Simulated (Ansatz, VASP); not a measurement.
# WSO: VASP beside Ansatz

One calculation is typed for both programs; each brings its own data sets. How far apart do they land? The cell is taken from a series of runs on this material, whose earlier steps may have relaxed, scaled, displaced or heated it; both programs get it as it stands.

Main program and level: Ansatz 0.2.0; plane waves, with VASP 6.6.1 beside it; single point at PBE.

### Step 1. Set-up

The cell holds 3 atoms: 1 W, 1 S and 1 O. Its edges and angles: a = 3.005 Å, b = 3.005 Å, c = 29.460 Å, α = 90.0°, β = 90.0°, γ = 120.0°. As first built, before any earlier steps moved the atoms (in the runner's words): the S of the upper face replaced by O in a single layer of WS2. Vacuum lies along c.

### Step 2. Ansatz: single point, PBE

Ansatz runs on its default PAW (the set named soft_2) files.

With cell and atoms fixed, the geometry can't cause a difference; cores, projectors, grids and the points listed under the comparison can.

input.yaml

```yaml
crystal:
  lattice:
    - [3.00515375, 3.0e-09, 0.0]
    - [-1.5025768776, 2.6025394883, 0.0]
    - [0.0, 0.0, 29.46028243]
  atoms:
    - { symbol: W, position: [0.0, 0.0, 0.3298968388] }
    - { symbol: S, position: [0.3333333333, 0.6666666667, 0.2744031365] }
    - { symbol: O, position: [0.3333333333, 0.6666666667, 0.3694686933] }
  periodic: [true, true, false]
kpoints:
  mp_grid: { grid: [10, 10, 1] }
  band_path:
    path:
      - [0.0, 0.0, 0.0]
      - [0.5, 0.0, 0.0]
      - [0.33333333, 0.33333333, 0.0]
      - [0.0, 0.0, 0.0]
    npoints: 20
scf:
  occupations: { method: fermi_dirac, width: 0.05 }
  n_extra_bands: 7
hamiltonian:
  xc: pbe
  pseudopotentials: { kind: paw }
output:
  forces: true
  stress: true
  populations: true
  write_bands: true
  write_density: true
  write_potential: true
  elf: true
  volumetric_format: npy
```

The run is started by

```sh
$ ansatz run input.yaml --threads 4 --pin off --max-ram 8192MiB --backend cpu --events-out ev --progress --plain --runs-dir out
```

Numbers of over 12 decimals in the logs are rounded to 6 here.

The program printed:

```text
scf.n_extra_bands = 7 over 13 filled bands (N_el = 26.0): the run solves 20 bands
Engine: ansatz 0.2.0, aarch64-unknown-linux-gnu
Pseudopotentials: kind: paw
Pseudopotential: W, paw, valence charge 14, recommended cutoff 420 eV (normal), W.paw.azcp
Pseudopotential: S, paw, valence charge 6, recommended cutoff 420 eV (normal), S.paw.azcp
Pseudopotential: O, paw, valence charge 6, recommended cutoff 420 eV (normal), O.paw.azcp
Functional definition: PBE
  parameter kappa = 0.804
  parameter beta = 0.066725
  exchange = pbe_x(kappa = kappa, mu = beta*pi^2/3)
  correlation = pbe_c(beta = beta)
Crystal: 3 atoms, lattice volume = 230.410 Å³
Basis set: ecut = 420 eV, 4359 PW (Γ), exchange–correlation on 48×48×400 points (8 copies of the dense FFT grid, shifted against one another)
Bands: 20, of which v1, the nominal top of the filled ones, is band 13 counted from 1 (12 counted from 0)
Symmetry: 6 space group operations
Space group: P3m1 (ITA 156), of the structure as read, at distance tolerance 6.1e-5 Å
k-points: 14 of 100 (time reversal used)
Non-local potential: W, projectors of the file, l = 0: 3, l = 1: 2, l = 2: 2, l = 3: 1
Non-local potential: S, projectors of the file, l = 0: 2, l = 1: 2, l = 2: 2
Non-local potential: O, projectors of the file, l = 0: 2, l = 1: 2, l = 2: 1
PAW form: soft (Blöchl's): semilocal exchange-correlation on the pseudo side does not see the compensation charge
PAW one-centre angular grid: W, 590 points (default); XC on 64 Gauss nodes
PAW one-centre angular grid: S, 110 points (default); XC on 64 Gauss nodes
PAW one-centre angular grid: O, 110 points (default); XC on 64 Gauss nodes
Initial density: superposition of atomic densities (neutral atoms: chi_scale 0, normalization atom), corrected by the library's trained network
Initial wavefunctions: pseudopotential atomic-orbital guess
Functional: x = pbe(κ = 0.804, μ = 0.219515), c = pbe(β = 0.066725)
SCF iter   1: F=—  HF=-11855.679166 eV  |F-HF|=—  |Δ(HF+E_count)|=         —  Δρ=4.26e-3  dr2=6.30e-2  ethr=1.77e-3  ⟨swp⟩=16.7  Hψ=2947  notcnv=0
preconditioner: auto → none  [insulator: Δε(μ)=1.627 eV  Ē_g=11.775 eV  σ=0.050 eV  W_gap=1.00  n_scr=16 (ndim 8)  ℏωp=10.4 eV  f_vac=0.788  D(μ)=0.00/eV (n_scr^D=0)  ε∞_Penn≈1.8]
SCF iter   2: F=—  HF=-11855.707856 eV  |F-HF|=—  |Δ(HF+E_count)|=   2.87e-2  Δρ=6.19e-3  dr2=2.74e-1  ethr=2.42e-4  ⟨swp⟩=5.1  Hψ=967  notcnv=0  defer=26  recentre
SCF iter   3: F=—  HF=-11855.676611 eV  |F-HF|=—  |Δ(HF+E_count)|=   3.12e-2  Δρ=2.75e-3  dr2=4.01e-2  ethr=2.42e-4  ⟨swp⟩=5.2  Hψ=729  notcnv=0  defer=26
SCF iter   4: F=—  HF=-11855.675194 eV  |F-HF|=—  |Δ(HF+E_count)|=   1.42e-3  Δρ=1.46e-3  dr2=3.83e-3  ethr=1.54e-4  ⟨swp⟩=2.4  Hψ=505  notcnv=0  defer=27
SCF iter   5: F=—  HF=-11855.677087 eV  |F-HF|=—  |Δ(HF+E_count)|=   1.89e-3  Δρ=4.95e-4  dr2=3.48e-4  ethr=1.47e-5  ⟨swp⟩=3.5  Hψ=636  notcnv=0  defer=27
SCF iter   6: F=—  HF=-11855.677334 eV  |F-HF|=—  |Δ(HF+E_count)|=   2.47e-4  Δρ=2.41e-4  dr2=3.25e-4  ethr=1.34e-6  ⟨swp⟩=3.6  Hψ=672  notcnv=0  defer=27
SCF iter   7: F=—  HF=-11855.677268 eV  |F-HF|=—  |Δ(HF+E_count)|=   6.57e-5  Δρ=7.19e-5  dr2=2.76e-5  ethr=1.25e-6  ⟨swp⟩=3.0  Hψ=443  notcnv=0  defer=27
SCF iter   8: F=—  HF=-11855.677234 eV  |F-HF|=—  |Δ(HF+E_count)|=   3.40e-5  Δρ=2.00e-5  dr2=1.51e-6  ethr=1.06e-7  ⟨swp⟩=3.5  Hψ=545  notcnv=0  defer=27
SCF iter   9: F=-11855.677234 eV  HF=-11855.677234 eV  |F-HF|=3.91e-8  |Δ(HF+E_count)|=   2.30e-7  Δρ=6.12e-6  dr2=8.35e-8  ethr=3.85e-10  ⟨swp⟩=28.7  Hψ=3892  notcnv=0
SCF 1 converged in 9 iterations: F = -11855.677234 eV  dr2 = 8.35e-8
  greatest PAW one-centre occupation: 1.000 electrons in one spin orbital (limit 2), on the W atom at site 0 (counted from 0), in its partial waves of l = 0
NSCF: frozen V_eff on 61 k-points
WARN: The output density's exchange-correlation potential varies sharply where the density is thin. Do not read a vacuum level from v_tot or v_xc, or from such a field of the output density. On a cell that repeats whose density bears no net charge and no dipole along the vacuum's axis use v_es (v_loc + v_h of the components); under efield.dipole_correction with no amplitude use v_es + v_field, which holds any externa [...]
SCF converged after 9 iterations
Free energy (F): -11855.677234 eV
Harris-Foulkes:  -11855.677234 eV  (|F-HF|=3.91e-8)
Internal energy: -11855.677234 eV  (E = F + TS)
E sigma→0 (E₀):  -11855.677234 eV
Fermi energy:    -4.819498 eV
--- Per-component energies (eV) ---
  E_band       = -656.020495
  E_kinetic    = 732.640408
  E_local      = -49172.398468  (includes V_loc(G=0)·N_el)
  E_nonlocal   = 76.056408
  E_hartree    = 24146.672099
  E_xc         = -438.078085
  E_vxc        = -420.693713  (∫ρ·V_xc dr)
  E_paw        = -9320.191578  (= ΣΔE_a)
  E_vpaw       = -164.958969  (= ΣTr[D̂ρ^β])
  E_aug_tail   = 0.002362  (compensation charges beyond the density's cutoff)
  E_ewald      = 22119.619621
  E_smearing   = -0.000000  (= −TS)
  E_closure    = -0.000000  (closes the sum)
  Σ components = -11855.677234   (vs F -11855.677234, Δ=0.00e0)
--- Forces (eV/Å), atoms counted from 1 ---
  atom   1  W      0.00000000    -0.00000000    -0.00035365
  atom   2  S      0.00000000     0.00000000     0.00076197
  atom   3  O      0.00000000    -0.00000000    -0.00044481
  max |Σ_I F_I| component: 3.65e-5 eV/Å
--- 2D stress c σ (N/m, compression-positive) ---
        0.017363       0.000000       0.000000
        0.000000       0.017363       0.000000
        0.000000       0.000000       0.000000
  P = ½ c Tr σ = 0.0174 N/m
--- Band table (eV; the first three rows and the last of 14) ---
  k-point 0: bands = [... 9 lower, -9.1048, -7.8405, -7.8405, -5.6151, -3.2789, -3.2789, -2.7505, -2.7505, ... 3 higher]
  k-point 1: bands = [... 9 lower, -9.1215, -8.1647, -7.9906, -5.8084, -3.4236, -3.2774, -2.9967, -2.5386, ... 3 higher]
  k-point 2: bands = [... 9 lower, -9.7281, -8.4541, -8.2073, -6.4451, -3.6415, -3.3206, -2.9119, -1.9705, ... 3 higher]
  k-point 13: bands = [... 9 lower, -10.4817, -9.9062, -8.7541, -6.6307, -3.9338, -2.5111, -1.6505, -1.0038, ... 3 higher]
  the weakly bound empty levels are not read free of the cell's end (no_gap_told)
--- Löwdin populations: 3 sites ---
  site symbol       q [e]
     0      W     13.1178
     1      S      6.0700
     2      O      6.5963
  spilling = 0.008307 (of n_electrons = 26.000000)
```

Reading the cycles: dr2 is the Hartree energy of the density residual (eV), the measure of convergence; HF is the Harris–Foulkes estimate of the energy, which meets the free energy F at convergence.

### Step 3. VASP: single point, PBE

The same cell, functional, mesh and smearing now go to VASP, with its own data sets.

Lines of VASP's logs that name or quote its potential files are left out, and so is its time.

INCAR

```
SYSTEM = WSO
PREC = Accurate
ENCUT = 520
EDIFF = 1E-06
NELM = 120
ISMEAR = -1
SIGMA = 0.05
LREAL = .FALSE.
ALGO = Normal
GGA = PE
NBANDS = 15
LASPH = .TRUE.
LORBIT = 11
LWAVE = .FALSE.
LCHARG = .FALSE.
ISIF = 2
LDIPOL = .TRUE.
IDIPOL = 3
DIPOL = 0.5 0.5 0.325
LVHAR = .TRUE.
GGA_COMPAT = .FALSE.
EFERMI = MIDGAP
NELMDL = -8
```

POSCAR

```
WSO
1.0
    3.0051537500      0.0000000030      0.0000000000
   -1.5025768776      2.6025394883      0.0000000000
    0.0000000000      0.0000000000     29.4602824300
W S O
1 1 1
Direct
    0.0000000000      0.0000000000      0.3298968388
    0.3333333333      0.6666666667      0.2744031365
    0.3333333333      0.6666666667      0.3694686933
```

KPOINTS

```
Automatic mesh
0
Gamma
10 10 1
0 0 0
```

The projector-augmented-wave data sets are W, S and O (PBE family, release 64).

The run is started by

```sh
$ mpirun -np 1 vasp_std
```

The program printed:

```text
[banner, memory and clock lines left out]
running    1 mpi-ranks, on    1 nodes
 distrk:  each k-point on    1 cores,    1 groups
 distr:  one band on    1 cores,    1 groups

 POSCAR found type information on POSCAR W S O
 POSCAR found :  3 types and       3 ions
 LDA part: xc-table for (Slater+PW92), standard interpolation
 POSCAR, INCAR and KPOINTS ok, starting setup
 FFT: planning ... GRIDC
 FFT: planning ... GRID_SOFT
 FFT: planning ... GRID
 WAVECAR not read
 entering main loop
       N       E                     dE             d eps       ncg     rms          rms(c)
DAV:   1     0.152047492325E+03    0.15205E+03   -0.60375E+03   420   0.855E+02
DAV:   2    -0.757540314809E+01   -0.15962E+03   -0.14692E+03   703   0.183E+02
DAV:   3    -0.286351649343E+02   -0.21060E+02   -0.20846E+02   595   0.869E+01
DAV:   4    -0.290612146546E+02   -0.42605E+00   -0.42226E+00   576   0.144E+01
DAV:   5    -0.290687123535E+02   -0.74977E-02   -0.74935E-02   539   0.172E+00
DAV:   6    -0.290689556948E+02   -0.24334E-03   -0.24333E-03   583   0.307E-01
DAV:   7    -0.290689631870E+02   -0.74923E-05   -0.74924E-05   575   0.513E-02
DAV:   8    -0.290689635452E+02   -0.35813E-06   -0.35807E-06   544   0.108E-02    0.319E+01
DAV:   9    -0.263158199634E+02    0.27531E+01   -0.11143E+01   627   0.310E+01    0.123E+01
DAV:  10    -0.261204705879E+02    0.19535E+00   -0.29409E+00   619   0.175E+01    0.920E+00
DAV:  11    -0.259102273551E+02    0.21024E+00   -0.49797E-01   650   0.797E+00    0.929E-01
DAV:  12    -0.259136618601E+02   -0.34345E-02   -0.10579E-01   567   0.233E+00    0.885E-01
DAV:  13    -0.259130806278E+02    0.58123E-03   -0.23721E-03   609   0.389E-01    0.537E-01
DAV:  14    -0.259115282624E+02    0.15524E-02   -0.37900E-03   649   0.472E-01    0.400E-01
[...]
DAV:  21    -0.259116327632E+02   -0.18196E-04   -0.18898E-06   576   0.112E-02    0.170E-02
DAV:  22    -0.259116464163E+02   -0.13653E-04   -0.18987E-06   517   0.101E-02    0.108E-02
DAV:  23    -0.259116527211E+02   -0.63048E-05   -0.53794E-07   490   0.572E-03    0.858E-03
DAV:  24    -0.259116591752E+02   -0.64542E-05   -0.28334E-07   434   0.303E-03    0.739E-03
DAV:  25    -0.259116615076E+02   -0.23323E-05   -0.98636E-08   497   0.239E-03    0.421E-03
DAV:  26    -0.259116630707E+02   -0.15631E-05   -0.13790E-07   448   0.277E-03    0.228E-03
DAV:  27    -0.259116643022E+02   -0.12315E-05   -0.50996E-08   448   0.145E-03    0.132E-03
DAV:  28    -0.259116648455E+02   -0.54327E-06   -0.14947E-08   476   0.756E-04
   1 F= -.25911665E+02 E0= -.25911665E+02  d E =-.725060E-08
```

OUTCAR, selected parts (step 3):

```text
ion  position               nearest neighbor table
   1  0.000  0.000  0.330-   3 2.09   3 2.09   3 2.09   2 2.38   2 2.38   2 2.38
   2  0.333  0.667  0.274-   1 2.38   1 2.38   1 2.38
   3  0.333  0.667  0.369-   1 2.09   1 2.09   1 2.09

  LATTYP: Found a hexagonal cell.
 ALAT       =     3.0051537500
 C/A-ratio  =     9.8032529717

 Subroutine GETGRP returns: Found  6 space group operations
 (whereof  6 operations were pure point group operations)

The static configuration has the point symmetry C_3v.

 Found     14 irreducible k-points:

   k-points           NKPTS =     14   k-points in BZ     NKDIM =     14   number of bands    NBANDS=     15

   dimension x,y,z NGX =    24 NGY =   24 NGZ =  224
   dimension x,y,z NGXF=    48 NGYF=   48 NGZF=  448

   ENCUT  =  520.0 eV  38.22 Ry    6.18 a.u.   5.59  5.59 54.78*2*pi/ulx,y,z

   NELECT =      18.0000    total number of electrons

 k-points in reciprocal lattice and weights: Automatic mesh
   0.00000000  0.00000000  0.00000000       0.010
   0.10000000  0.00000000  0.00000000       0.060
   0.20000000  0.00000000  0.00000000       0.060
   0.30000000  0.00000000  0.00000000       0.060
   0.40000000  0.00000000  0.00000000       0.060
   0.50000000  0.00000000  0.00000000       0.030
   0.10000000  0.10000000  0.00000000       0.060
   0.20000000  0.10000000  0.00000000       0.120
   0.30000000  0.10000000  0.00000000       0.120
[...]
0.40000000  0.20000000  0.00000000       0.060
   0.30000000  0.30000000  0.00000000       0.060

 dipolmoment           0.000000      0.000000      0.075466 electrons x Angstroem

 average (electrostatic) potential at core
       1 -50.1512       2 -95.7569       3 -79.6335

 E-fermi :  -2.6954

 k-point     1 :       0.0000    0.0000    0.0000
  band No.  band energies     occupation
    ...
      5      -8.6204      2.00000
      6      -6.9624      2.00000
      7      -5.7112      2.00000
      8      -5.7112      2.00000
      9      -3.4718      2.00000
     10      -1.1512      0.00000
     11      -1.1512      0.00000
     12      -0.6421      0.00000
     13      -0.6421      0.00000
     14       0.2992      0.00000
    ...

 k-point     2 :       0.1000    0.0000    0.0000
  band No.  band energies     occupation
    ...
      5      -8.5265      2.00000
      6      -6.9754      2.00000
      7      -6.0344      2.00000
      8      -5.8645      2.00000
      9      -3.6670      2.00000
     10      -1.2975      0.00000
     11      -1.1527      0.00000
     12      -0.8848      0.00000
     13      -0.4310      0.00000
     14       0.7952      0.00000
    ...

 k-point     3 :       0.2000    0.0000    0.0000
  band No.  band energies     occupation
    ...
      5      -8.3654      2.00000
      6      -7.5772      2.00000
      7      -6.3256      2.00000
      8      -6.0863      2.00000
      9      -4.3041      2.00000
     10      -1.5283      0.00000
     11      -1.2051      0.00000
     12      -0.7901      0.00000
     13       0.1337      0.00000
     14       1.5640      0.00000
    ...

  Total       -0.1222620     -0.1222620     -0.0670551      0.0000000      0.0000000     -0.0000000
  in kB       -0.8501607     -0.8501607     -0.4662743      0.0000000      0.0000000     -0.0000000
  external PRESSURE =      -0.7221986 kB  Pullay stress =       0.0000000 kB

  energy-cutoff  :      520.00
  volume of cell :      230.41
      direct lattice vectors                 reciprocal lattice vectors
     3.005153750  0.000000003  0.000000000     0.332761676  0.192120044  0.000000000
    -1.502576878  2.602539488  0.000000000    -0.000000000  0.384240087  0.000000000
     0.000000000  0.000000000 29.460282430     0.000000000  0.000000000  0.033944006

 POSITION                                       TOTAL-FORCE (eV/Angst)
 -----------------------------------------------------------------------------------
      0.00000      0.00000      9.71885        -0.000000      0.000000     -0.121607
     -0.00000      1.73503      8.08399        -0.000000      0.000000      0.060717
     -0.00000      1.73503     10.88465         0.000000     -0.000000      0.060890
 -----------------------------------------------------------------------------------
    total drift:                                0.000000     -0.000000      0.000223

  FREE ENERGIE OF THE ION-ELECTRON SYSTEM (eV)
  ---------------------------------------------------
  free  energy   TOTEN  =       -25.9116648455 eV

  energy  without entropy=      -25.9116648382  energy(sigma->0) =      -25.91166484

 vacuum level on the upper side and lower side of the slab         3.026         1.280

 total charge
# of ion       s       p       d       tot
------------------------------------------
    1        0.564   0.764   4.214   5.542
    2        1.365   2.375   0.000   3.740
    3        1.576   3.398   0.000   4.973
--------------------------------------------------
tot          3.504   6.537   4.214  14.255

[... 3 further parts left out ...]
```

### Step 4. Side by side

Known differences besides the potentials themselves: Ansatz cuts the interaction across the vacuum, VASP repeats the sheet with a dipole correction; the data sets hold 26 valence electrons in Ansatz (on its default PAW (the set named soft_2) files) and 18 in VASP; the cutoff is 420 eV in Ansatz and 520 eV in VASP. Total energies have different zeros and are not compared.

Both answers:

| quantity | Ansatz | VASP | difference |
| --- | --- | --- | --- |
| gap on the k mesh (eV) | 1.681 | 1.642 | +0.040 |

Forces (eV/Å; atoms numbered as in POSCAR):

| atom | Ansatz x, y, z | VASP x, y, z |
| --- | --- | --- |
| W1 | 0.000, 0.000, 0.000 | 0.000, 0.000, -0.122 |
| S2 | 0.000, 0.000, 0.001 | 0.000, 0.000, 0.061 |
| O3 | 0.000, 0.000, 0.000 | 0.000, 0.000, 0.061 |

The forces differ by 50 meV/Å r.m.s., where the r.m.s. force is 0.000 eV/Å in Ansatz and 0.050 eV/Å in VASP: the atoms lie near their places of rest in Ansatz, so a percentage would say little (all taken over all components). A gap on the mesh is an upper bound, since the band edges may lie between its points; neither run holds spin-orbit coupling, which can move the band edges of a compound of W. With vacuum in the cell, a pressure given here is an average over mostly empty space and none of the material.

### Step 5. Further runs

Further runs change the set-up of one program: Ansatz's method, potentials or start, or VASP's data sets, cutoff or form of LDA. The table gives Ansatz less VASP for each quantity, since a change that brings one quantity closer may part another.

| run | r.m.s. force difference (meV/Å) | gap on the k mesh (eV) |
| --- | --- | --- |
| as above | 50 | 0.040 |
| VASP with the data sets W_sv, S and O | 66 | 0.0032 |

### Step 6. Outcome

```yaml
r_m_s_force_difference_single_point_pbe: 50 meV/Å
```

**Reading.** The r.m.s. force difference is 50 meV/Å (single point, PBE), beyond the 12 meV/Å picked in this series as the mark of a large difference. The data sets hold unlike numbers of valence electrons (26 in Ansatz and 18 in VASP), so part of the differences comes from the potentials. Single point, PBE, VASP with the data sets W_sv, S and O: r.m.s. force difference goes from 50 to 66 meV/Å; the difference in gap on the k mesh goes from 0.040 to 0.0032 eV. How closely two codes agree says nothing of how well the functional describes the real material.

[Lines on the potential files, build, host, timing and source positions are cut from VASP's logs without a mark.]

[Logs are printed without paths, hosts, clocks, repeated set-up lines and the standing remarks that a program may print on its own settings, such as how far it seeks lower states.]

[Hosts, paths, dates, database ids (printed as entryN), source tags and the programs' standing remarks are cut or masked in the printed files.]
